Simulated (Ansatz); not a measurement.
## FeCo: Berry curvature against the Fermi level, calculated with Ansatz

Space group Pm-3m (No. 221), 2 atoms in the cell of the first input below: a = 2.857 Å, b = 2.857 Å, c = 2.857 Å, α = 90.00°, β = 90.00°, γ = 90.00°.

The structure is a measured one, not always of the ambient phase, taken without relaxation (pressure -2.5 GPa with this functional, without spin–orbit coupling). Functional: PBE.

Spin up, the majority, lies along +z, so the magnetisation points along −z and signs are opposite to those quoted for a magnetisation along +z. Input of the Wannier step:

```yaml
crystal:
  lattice:
    - [2.8569993142, 0.0, 0.0]
    - [0.0, 2.8569993142, 0.0]
    - [0.0, 0.0, 2.8569993142]
  atoms:
    - { symbol: Fe, position: [0.5, 0.5, 0.5], spin: 2.98, spin_axis: [0.0, 0.0, 1.0] }
    - { symbol: Co, position: [0.0, 0.0, 0.0], spin: 1.99, spin_axis: [0.0, 0.0, 1.0] }
  symmetry: { detect: false, analysis: as_solved }
basis:
  ecutwfc: 420
  ecutrho_ratio: 4
kpoints:
  mp_grid: { grid: [8, 8, 8] }
hamiltonian:
  xc: pbe
scf:
  occupations: { method: gaussian, width: 0.05 }
  lower_state_search: "off"
  n_extra_bands: 52
output:
  forces: true
  stress: true
  eigenvalues: true
  populations: true
  wannier:
    kmesh: [6, 6, 6]
    projections:
      - { site: 0, l: s, shell: 4 }
      - { site: 0, l: p, shell: 4 }
      - { site: 0, l: d, shell: 3 }
      - { site: 1, l: s, shell: 4 }
      - { site: 1, l: p, shell: 4 }
      - { site: 1, l: d, shell: 3 }
    minimise: true
    stability_check: false
    conv_tol: 1.0e-06
    disentanglement:
      window: [4.603, 61.103]
      frozen_window: [9.103, 19.603]
      conv_tol: 1.0e-08
    ahc:
      kmesh: [24, 24, 24]
      sigma_tolerance_s_per_cm: 15.0
      fermi_levels: [17.9031, 18.0031, 18.1031, 18.2031, 18.3031]
magnetization:
  noncollinear: true
  spin_orbit: true
checkpoint:
  read: start.run
  write: ck
  compress: false
  write_wavefunctions: false
  write_every: 100000
```

```bash
ansatz run input.yaml --threads 8 --pin off --max-ram 15360MiB --backend cpu --events-out ev --progress --plain --runs-dir out
```

start.run is the saved state of an earlier run of the same cell.

Time: 2.9 min on 8 threads of AMD EPYC 7R43 64-Core Processor (Zen 3), on a shared host, peak memory 2.2 GiB.

Task: How large is σ_xy nearest the Fermi level, and how far do rigid shifts from -0.16 to 0.24 eV move it?

Result: -301 S/cm (the program's sign) at 0.040 eV from this run's Fermi level; over the shifts it runs from -301 to -70 S/cm.

```json
{"shift (eV)": "-0.160", "σ_yz": "-4", "σ_zx": "0", "σ_xy (S/cm)": "-215", "larger of the sampling and near-crossing errors": "14"}
{"shift (eV)": "-0.060", "σ_yz": "4", "σ_zx": "-1", "σ_xy (S/cm)": "-231", "larger of the sampling and near-crossing errors": "13"}
{"shift (eV)": "0.040", "σ_yz": "2", "σ_zx": "-9", "σ_xy (S/cm)": "-301", "larger of the sampling and near-crossing errors": "15"}
{"shift (eV)": "0.140", "σ_yz": "-3", "σ_zx": "-1", "σ_xy (S/cm)": "-298", "larger of the sampling and near-crossing errors": "14"}
{"shift (eV)": "0.240", "σ_yz": "-2", "σ_zx": "1", "σ_xy (S/cm)": "-70", "larger of the sampling and near-crossing errors": "15"}
```

Cell spin moment 4.63 μB in this run and 4.55 μB in the scalar-relativistic run on the 12×12×12 mesh. σ changes sign with the magnetisation. Symmetry was switched off, so components that the crystal's symmetry forbids show the noise of the model.

Caveats: coarse Wannier mesh, not compared with a finer one; parallel moments were imposed and no other order was compared; some levels not converged; the ferromagnetic state is metallic at this level, and the k-mesh was not tested.

The anomalous Hall conductivity is largest in magnitude just above the Fermi level, where the values at 0.040 and 0.140 eV are indistinguishable within their errors. It then collapses to -70 S/cm at 0.240 eV. The change below the Fermi level is much gentler, and the two lowest shifts are not clearly resolved from each other. The transverse components σ_yz and σ_zx stay within the numerical error of zero, as expected for magnetisation along a fourfold axis.

In a collinear ferromagnet this response requires spin-orbit coupling, which mixes exchange-split d bands and concentrates Berry curvature where they nearly touch. Bands on either side of such a small gap carry opposite curvature, so filling both largely cancels their contribution. The sharp drop therefore suggests that states with compensating curvature become occupied, probably minority-spin d states, since the majority d shell is nearly full in FeCo. Because a rigid shift keeps the bands and exchange splitting fixed, the curve does not establish how the Hall response would change with the Fe:Co ratio.
